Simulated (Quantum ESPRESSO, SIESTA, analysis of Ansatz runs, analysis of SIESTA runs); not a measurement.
# V_Cl in SrCl2 (Fm-3m): how far do the levels depend on the basis, the mesh and the program? (SIESTA and Quantum ESPRESSO), part 3 of 6

We place the charge-transition levels of V_Cl in SrCl2 (Fm-3m) with atom-centred orbitals, then repeat the energies at other levels of method to see what holds. Model: a cell of 54 host atoms with 1 Cl taken out.

SIESTA and Quantum ESPRESSO ; SIESTA numerical-orbital DFT, PBEsol, DZP basis, PseudoDojo 0.4.1 potentials converted to PSML; charged supercells in a uniform background, point-charge correction with alignment at far sites.

So far. Step 2 (Band edges): The gap at this level is 5.00 eV.

## (3) Relaxing each charge state (continued)

Level of this step: SIESTA numerical-orbital DFT, PBEsol, DZP basis, PseudoDojo 0.4.1 potentials converted to PSML; relaxation of all atoms of a defect supercell (SIESTA).

The states that were run, at one point at (¼, ¼, ¼), on 1 MPI rank of Intel Xeon Platinum 8175M at 2.50GHz (Skylake/Cascade Lake), shared host:

```
charge  moment (μB)    outcome  structures computed  largest displacement of a host atom from its site (Å)  lowest empty less highest filled level (eV)    time
     0            1  converged                    5                                                   0.03                                         0.78  14 min
    −1            0  converged                    9                                                   0.18                                         1.31  18 min
    +1            0  converged                    9                                                   0.24                                         5.02  19 min
```

Against the host's sites the lattice moves most at charge +1 (0.24 Å); the smallest move among the states is 0.03 Å.

## (4) Corrections and levels

A charged cell interacts with its images and the background. The point-charge term, screened by the static dielectric constant, takes that out, and the potential far from the defect is aligned with the host's. Chemical potentials: Cl (Cl2 molecule), run alike.

By state, in eV; the first energy still holds the atoms taken out or put in:

```
charge  moment (μB)  energy over the host, electrons at the valence top  point-charge term  potential shift at far sites  its spread  correction
    −1            0                                             453.823              0.224                         0.035       0.072       0.188
     0            1                                             449.309              0.000                             -           -       0.000
    +1            0                                             444.883              0.224                        -0.001       0.081       0.223
```

Potentials at atomic sites for charge −1, some of the atoms; distances and the model charge refer to the site on which the defect was built:

| atom | distance from that site (Å) | potential less the host's (eV) | point-charge model (eV) |
| --- | --- | --- | --- |
| Sr42 | 2.843 | 0.212 | 0.212 |
| Cl5 | 3.581 | 0.010 | 0.100 |
| Cl18 | 4.924 | 0.015 | -0.020 |
| Cl36 | 4.935 | 0.057 | -0.039 |
| Cl50 | 4.944 | 0.061 | -0.024 |
| Sr34 | 5.787 | -0.065 | -0.072 |
| Sr10 | 5.806 | -0.054 | -0.060 |
| Cl43 | 6.052 | -0.106 | -0.072 |
| Cl3 | 7.005 | -0.080 | -0.097 |
| Cl46 | 7.799 | -0.084 | -0.092 |
| Cl53 | 8.543 | -0.170 | -0.107 |

Over the charge states the far sites scatter by a standard deviation of up to 0.08 eV about the model once its mean shift is taken off, which is the uncertainty of the alignment.

Chemical potentials of the elements' reference phases in the same program. Formation energies (elemental references), with the Fermi level at the valence top and at the conduction bottom (gap 5.00 eV):

| charge | at valence top (eV) | at conduction bottom (eV) | correction included (eV) |
| --- | --- | --- | --- |
| +1 | 0.66 | 5.66 | 0.22 |
| 0 | 4.86 | 4.86 | 0.00 |
| −1 | 9.57 | 4.56 | 0.19 |

Fermi level (eV), lowest formation energy (eV) and a bar from the least value:
```
     0.00       0.66 
     0.45       1.11 ###
     0.91       1.57 ######
     1.36       2.02 ##########
     1.82       2.48 #############
     2.27       2.93 ################
     2.73       3.39 ###################
     3.19       3.84 #######################
     3.64       4.30 ##########################
     4.09       4.75 #############################
     4.55       4.86 ##############################
     5.00       4.56 ############################
```

So at this level: (+1/0) at 4.20 eV (4.43 without the correction) and (0/−1) at 4.70 eV (4.51 without the correction), in a gap of 5.00 eV.

## (5) SIESTA, PBEsol, DZP, mesh 300 Ry, energy shift 0.02 Ry, with orbitals at the vacancy, k = ¼

The orbitals' energy shift goes from 0.005 to 0.02 Ry on the same structures. A larger shift confines the orbitals more: the run is cheaper, and the tails that carry anions and vacancy electrons are cut.

The input, defect.fdf:

```
SystemName                      Sr18Cl35
SystemLabel                     defect
NumberOfSpecies                 3
NumberOfAtoms                   54
%block ChemicalSpeciesLabel
  1   38 Sr
  2   17 Cl
  3  -17 Cl_ghost
%endblock ChemicalSpeciesLabel
LatticeConstant                 1.0 Ang
%block LatticeVectors
     0.000096000     6.977178000     6.977178000
    10.465767000     0.000144000    10.465767000
    10.465767000    10.465767000     0.000144000
%endblock LatticeVectors
AtomicCoordinatesFormat         Fractional
%block AtomicCoordinatesAndAtomicSpecies
     0.000596812    -0.000199510    -0.000278244  1
     0.371569996     0.252378223     0.252217697  2
     0.127092041     0.082107639     0.081904879  2
[... 2 atom lines left out ...]
     0.124283909     0.082937540     0.417191602  2
[... 5 atom lines left out ...]
     0.124352133     0.417230969     0.082838549  2
[... 1 atom line left out ...]
     0.368444450     0.588181625     0.587854458  2
[... 26 atom lines left out ...]
     0.874379352     0.583985343     0.583934988  2
[... 1 atom line left out ...]
     0.875113981     0.583917939     0.915897220  2
[... 5 atom lines left out ...]
     0.875224844     0.915868889     0.583906233  2
[... 4 atom lines left out ...]
     0.624999821     0.416666547     0.416666547  3
%endblock AtomicCoordinatesAndAtomicSpecies
%block kgrid.MonkhorstPack
    1   0   0  0.25
    0   1   0  0.25
    0   0   1  0.25
%endblock kgrid.MonkhorstPack
XC.Functional                   GGA
XC.Authors                      PBEsol
PAO.BasisSize                   DZP
PAO.EnergyShift                 0.02 Ry
Mesh.Cutoff                     300 Ry
NetCharge                       -1.0
OccupationFunction              FD
ElectronicTemperature           0.01 eV
MaxSCFIterations                150
SCF.MustConverge                true
SCF.Mixer.Method                Pulay
SCF.Mixer.Weight                0.2
SCF.Mixer.History               10
SCF.DM.Tolerance                1.0e-4
SCF.H.Tolerance                 1.0e-3 eV
WriteForces                     true
Charge.Mulliken                 end
SaveRho                         true
SaveElectrostaticPotential      true
Charge.Hirshfeld                end
Charge.Voronoi                  end
```

The run is started by

```console
> OMP_NUM_THREADS=1 siesta defect.fdf > defect.out
```

The log of the run:

```text
Version         : 5.4.2

                           ***********************
                           *  WELCOME TO SIESTA  *
                           ***********************

[...]
reinit: Reading from file defect.fdf

reinit: -----------------------------------------------------------------------
reinit: System Name: Sr18Cl35
reinit: -----------------------------------------------------------------------
reinit: System Label: defect
reinit: -----------------------------------------------------------------------

initatom: Reading input for the pseudopotentials and atomic orbitals ----------
Species number:   1 Atomic number:   38 Label: Sr
Species number:   2 Atomic number:   17 Label: Cl
Species number:   3 Atomic number:  -17 Label: Cl_ghost (floating PAOs)

[... pseudopotential checks and orbital generation ...]

prinput: Basis input

PAO.BasisType split

%block ChemicalSpeciesLabel
    1   38 Sr                      # Species index, atomic number, species label
    2   17 Cl                      # Species index, atomic number, species label
    3  -17 Cl_ghost                # Species index, atomic number, species label
%endblock ChemicalSpeciesLabel

%block PAO.Basis                 # Define Basis set
# WARNING: This information might be incomplete!
Sr                    4                    # Species label, number of l-shells
 n=4   0   1                         # n, l, Nzeta
   3.286
   1.000
 n=5   0   2                         # n, l, Nzeta
   8.017      6.317
   1.000      1.000
 n=4   1   1                         # n, l, Nzeta
   3.820
   1.000
 n=5   1   1                         # n, l, Nzeta
   8.017
   1.000
Cl                    2                    # Species label, number of l-shells
 n=3   0   2                         # n, l, Nzeta
[...]
(Free)E + p*V (eV/cell)   -32405.9791
Target enthalpy (eV/cell)   -32371.9206
[...]
siesta: Final energy (eV):
siesta:  Band Struct. =   -6587.333904
siesta:       Kinetic =    9983.445171
siesta:       Hartree =    5858.494119
siesta:         Exch. =   -7683.804149
siesta:         Corr. =    -687.763465
siesta:   Exch.-corr. =   -8371.567614
siesta:  Ion-electron =  -21438.644491
siesta:       Ion-ion =  -18403.647781
siesta:         Total =  -32371.920595
siesta:         Fermi =      -0.748309
[...]
siesta: Atomic forces (eV/Ang):
siesta:      1   -0.008905    0.004138    0.002625
siesta:      2   -0.014104   -0.000096   -0.001747
siesta:      3   -0.023889    0.008958    0.007709
[...]
siesta:     53    0.002395   -0.006119   -0.004842
siesta:     54   -0.008880   -0.001212   -0.001847
siesta: ----------------------------------------
siesta:    Tot    0.019808   -0.008935   -0.007342
[...]
siesta: Stress tensor (static) (eV/Ang**3):
siesta:     0.022452    0.000057    0.000059
siesta:     0.000057    0.022198   -0.000018
siesta:     0.000059   -0.000018    0.022200
[...]
siesta: Cell volume =       1528.420868 Ang**3
[...]
siesta: Pressure (static):
siesta:                Solid            Molecule  Units
siesta:          -0.00024270         -0.00025251  Ry/Bohr**3
siesta:          -0.02228345         -0.02318475  eV/Ang**3
siesta:         -35.70202838        -37.14606901  kBar
[...]
mulliken: Qtot =      426.000

Mulliken Atomic Populations:
Atom #   charge [q] valence [e]  Species
     1     0.353467    9.646533  Sr
     2    -0.178209    7.178209  Cl
     3    -0.196349    7.196349  Cl
     4     0.346067    9.653933  Sr
     5    -0.178842    7.178842  Cl
[...]
7     0.349714    9.650286  Sr
[...]
48     0.192409    9.807591  Sr
[...]
51     0.349991    9.650009  Sr
    52    -0.195868    7.195868  Cl
    53    -0.193588    7.193588  Cl
    54     6.931001    0.068999  Cl_ghost
 Total     6.000000

[...]
Job completed
```

The job ended after 2 min (1 MPI rank of Intel Xeon Platinum 8175M at 2.50GHz (Skylake/Cascade Lake), shared host; peak memory 0.61 GiB).

On the kept structures the largest force at this level is 0.21 eV/Å, so they are not at rest here, and a relaxation would lower the states by unlike amounts.

The kept cell is not at rest at this level: the host stands at -4 GPa, against 0.0 GPa at the first level, which bears on gap and formation energies.

By state, in eV; the first energy still holds the atoms taken out or put in:

```
charge  moment (μB)  energy over the host, electrons at the valence top  point-charge term  potential shift at far sites  its spread  correction
    −1            0                                             452.513              0.224                         0.021       0.073       0.203
     0            1                                             448.248              0.000                             -           -       0.000
    +1            0                                             443.664              0.224                        -0.010       0.084       0.214
```

Against the first level the gap goes from 5.00 to 4.93 eV, and the level that moves most, (0/−1), from 4.70 to 4.47 eV.

## (6) SIESTA, PBEsol, DZP, mesh 300 Ry, energy shift 0.01 Ry, with orbitals at the vacancy, k = ¼

The orbitals' energy shift goes from 0.005 to 0.01 Ry on the same structures. A larger shift confines the orbitals more: the run is cheaper, and the tails that carry anions and vacancy electrons are cut.

defect.fdf: that of step 5 with these lines changed.

```diff
@@ -43,3 +43,3 @@
 PAO.BasisSize                   DZP
-PAO.EnergyShift                 0.02 Ry
+PAO.EnergyShift                 0.01 Ry
 Mesh.Cutoff                     300 Ry
```

The log of the run:

```text
Version         : 5.4.2

                           ***********************
                           *  WELCOME TO SIESTA  *
                           ***********************

[...]
reinit: Reading from file defect.fdf

reinit: -----------------------------------------------------------------------
reinit: System Name: Sr18Cl35
reinit: -----------------------------------------------------------------------
reinit: System Label: defect
reinit: -----------------------------------------------------------------------

initatom: Reading input for the pseudopotentials and atomic orbitals ----------
Species number:   1 Atomic number:   38 Label: Sr
Species number:   2 Atomic number:   17 Label: Cl
Species number:   3 Atomic number:  -17 Label: Cl_ghost (floating PAOs)

[... pseudopotential checks and orbital generation ...]

prinput: Basis input

PAO.BasisType split

%block ChemicalSpeciesLabel
    1   38 Sr                      # Species index, atomic number, species label
    2   17 Cl                      # Species index, atomic number, species label
    3  -17 Cl_ghost                # Species index, atomic number, species label
%endblock ChemicalSpeciesLabel

%block PAO.Basis                 # Define Basis set
# WARNING: This information might be incomplete!
Sr                    4                    # Species label, number of l-shells
 n=4   0   1                         # n, l, Nzeta
   3.511
   1.000
 n=5   0   2                         # n, l, Nzeta
   8.773      6.728
   1.000      1.000
 n=4   1   1                         # n, l, Nzeta
   4.114
   1.000
 n=5   1   1                         # n, l, Nzeta
   8.773
   1.000
Cl                    2                    # Species label, number of l-shells
 n=3   0   2                         # n, l, Nzeta
[...]
(Free)E + p*V (eV/cell)   -32430.4253
Target enthalpy (eV/cell)   -32413.6945
[...]
siesta: Final energy (eV):
siesta:  Band Struct. =   -6932.701313
siesta:       Kinetic =    9866.410572
siesta:       Hartree =    5771.541331
siesta:         Exch. =   -7657.986721
siesta:         Corr. =    -687.795203
siesta:   Exch.-corr. =   -8345.781924
siesta:  Ion-electron =  -21525.257333
siesta:       Ion-ion =  -18180.607153
siesta:         Total =  -32413.694506
siesta:         Fermi =      -1.573379
[...]
siesta: Atomic forces (eV/Ang):
siesta:      1    0.001655    0.002415    0.000415
siesta:      2   -0.011476   -0.001933   -0.002645
siesta:      3   -0.013218    0.011822    0.010204
[...]
siesta:     53    0.001165    0.000346    0.002041
siesta:     54    0.004699   -0.001662   -0.002349
siesta: ----------------------------------------
siesta:    Tot   -0.051164    0.009634    0.011464
[...]
siesta: Stress tensor (static) (eV/Ang**3):
siesta:     0.010969    0.000011    0.000009
siesta:     0.000011    0.010934   -0.000043
siesta:     0.000009   -0.000043    0.010936
[...]
siesta: Cell volume =       1528.420868 Ang**3
[...]
siesta: Pressure (static):
siesta:                Solid            Molecule  Units
siesta:          -0.00011922         -0.00012129  Ry/Bohr**3
siesta:          -0.01094643         -0.01113607  eV/Ang**3
siesta:         -17.53811747        -17.84195405  kBar
[...]
mulliken: Qtot =      426.000

Mulliken Atomic Populations:
Atom #   charge [q] valence [e]  Species
     1     0.681381    9.318619  Sr
     2    -0.328706    7.328706  Cl
     3    -0.357654    7.357654  Cl
     4     0.671421    9.328579  Sr
     5    -0.343241    7.343241  Cl
[...]
7     0.677416    9.322584  Sr
[...]
48     0.453040    9.546960  Sr
[...]
51     0.677743    9.322257  Sr
    52    -0.357021    7.357021  Cl
    53    -0.355301    7.355301  Cl
    54     6.923977    0.076023  Cl_ghost
 Total     6.000000

[...]
Job completed
```

Run time: 2.4 min. Hardware: 1 MPI rank; peak memory 0.69 GiB.

On the kept structures the largest force at this level is 0.07 eV/Å, so they are close to rest here too.

By state, in eV; the first energy still holds the atoms taken out or put in:

| charge | moment (μB) | energy over the host, electrons at the valence top | point-charge term | potential shift at far sites | its spread | correction |
| --- | --- | --- | --- | --- | --- | --- |
| −1 | 0 | 453.440 | 0.224 | 0.029 | 0.073 | 0.195 |
| 0 | 1 | 449.019 | 0.000 | - | - | 0.000 |
| +1 | 0 | 444.531 | 0.224 | -0.004 | 0.083 | 0.220 |

Against the first level the gap goes from 5.00 to 4.98 eV, and the level that moves most, (0/−1), from 4.70 to 4.62 eV.

## (7) SIESTA, PBEsol, DZP, mesh 300 Ry, energy shift 0.002 Ry, with orbitals at the vacancy, k = ¼

The orbitals' energy shift goes from 0.005 to 0.002 Ry on the same structures. A smaller shift lets the orbitals reach further, at a higher cost; if the levels stay, the first range was enough.

defect.fdf: that of step 6 with these lines changed.

```diff
@@ -43,3 +43,3 @@
 PAO.BasisSize                   DZP
-PAO.EnergyShift                 0.01 Ry
+PAO.EnergyShift                 0.002 Ry
 Mesh.Cutoff                     300 Ry
```

The log of the run:

```text
Version         : 5.4.2

                           ***********************
                           *  WELCOME TO SIESTA  *
                           ***********************

[...]
reinit: Reading from file defect.fdf

reinit: -----------------------------------------------------------------------
reinit: System Name: Sr18Cl35
reinit: -----------------------------------------------------------------------
reinit: System Label: defect
reinit: -----------------------------------------------------------------------

initatom: Reading input for the pseudopotentials and atomic orbitals ----------
Species number:   1 Atomic number:   38 Label: Sr
Species number:   2 Atomic number:   17 Label: Cl
Species number:   3 Atomic number:  -17 Label: Cl_ghost (floating PAOs)

[... pseudopotential checks and orbital generation ...]

prinput: Basis input

PAO.BasisType split

%block ChemicalSpeciesLabel
    1   38 Sr                      # Species index, atomic number, species label
    2   17 Cl                      # Species index, atomic number, species label
    3  -17 Cl_ghost                # Species index, atomic number, species label
%endblock ChemicalSpeciesLabel

%block PAO.Basis                 # Define Basis set
# WARNING: This information might be incomplete!
Sr                    4                    # Species label, number of l-shells
 n=4   0   1                         # n, l, Nzeta
   4.024
   1.000
 n=5   0   2                         # n, l, Nzeta
  10.526      7.445
   1.000      1.000
 n=4   1   1                         # n, l, Nzeta
   4.801
   1.000
 n=5   1   1                         # n, l, Nzeta
  10.526
   1.000
Cl                    2                    # Species label, number of l-shells
 n=3   0   2                         # n, l, Nzeta
[...]
(Free)E + p*V (eV/cell)   -32424.1627
Target enthalpy (eV/cell)   -32440.8800
[...]
siesta: Final energy (eV):
siesta:  Band Struct. =   -7329.218613
siesta:       Kinetic =    9797.875575
siesta:       Hartree =    5720.945239
siesta:         Exch. =   -7645.558151
siesta:         Corr. =    -687.838216
siesta:   Exch.-corr. =   -8333.396367
siesta:  Ion-electron =  -21768.485282
siesta:       Ion-ion =  -17857.819178
siesta:         Total =  -32440.880012
siesta:         Fermi =      -2.719980
[...]
siesta: Atomic forces (eV/Ang):
siesta:      1    0.013901   -0.001380   -0.004281
siesta:      2    0.048665    0.000597   -0.000663
siesta:      3   -0.001552    0.009580    0.006749
[...]
siesta:     53    0.002315   -0.004232   -0.003061
siesta:     54    0.000309   -0.000162   -0.000642
siesta: ----------------------------------------
siesta:    Tot    0.004471    0.010010    0.009366
[...]
siesta: Stress tensor (static) (eV/Ang**3):
siesta:    -0.010890   -0.000018   -0.000017
siesta:    -0.000018   -0.010961   -0.000151
siesta:    -0.000017   -0.000151   -0.010962
[...]
siesta: Cell volume =       1528.420868 Ang**3
[...]
siesta: Pressure (static):
siesta:                Solid            Molecule  Units
siesta:           0.00011913          0.00012410  Ry/Bohr**3
siesta:           0.01093764          0.01139446  eV/Ang**3
siesta:          17.52402623         18.25593942  kBar
[...]
mulliken: Qtot =      426.000

Mulliken Atomic Populations:
Atom #   charge [q] valence [e]  Species
     1     1.265591    8.734409  Sr
     2    -0.614485    7.614485  Cl
     3    -0.645854    7.645854  Cl
     4     1.256133    8.743867  Sr
     5    -0.637892    7.637892  Cl
[...]
7     1.269242    8.730758  Sr
[...]
48     0.958498    9.041502  Sr
[...]
51     1.269723    8.730277  Sr
    52    -0.646177    7.646177  Cl
    53    -0.646719    7.646719  Cl
    54     6.888941    0.111059  Cl_ghost
 Total     6.000000

[...]
Job completed
```

The job ended after 4.8 min (1 MPI rank; peak memory 0.93 GiB).

On the kept structures the largest force at this level is 0.05 eV/Å, so they are close to rest here too.

By state, in eV; the first energy still holds the atoms taken out or put in:

```
charge  moment (μB)  energy over the host, electrons at the valence top  point-charge term  potential shift at far sites  its spread  correction
    −1            0                                             453.923              0.224                         0.043       0.072       0.181
     0            1                                             449.405              0.000                             -           -       0.000
    +1            0                                             445.007              0.224                         0.001       0.080       0.225
```

Against the first level the gap goes from 5.00 to 4.97 eV, and the level that moves most, (+1/0), from 4.20 to 4.17 eV.

[end of part 3 of 6]

[Logs are printed without paths, hosts, clocks, repeated set-up lines and the standing remarks that a program may print on its own settings, such as how far it seeks lower states.]

[Hosts, paths, dates, database ids (printed as entryN), source tags and the programs' standing remarks are cut or masked in the printed files.]

[For some hosts the program warned that the k-mesh of the response run may be too coarse for force constants and the static dielectric constant; such warnings are not shown here.]

[Charge tables in the logs are Mulliken or Hirshfeld populations, whose sizes and signs can differ; where basis functions stand at a vacancy, SIESTA counts their charge against the missing atom's valence.]

[In relaxation paths of CP2K, step 0 can be the structure after the first move, since the trajectory file begins there, and the last row can be the final structure solved once more.]
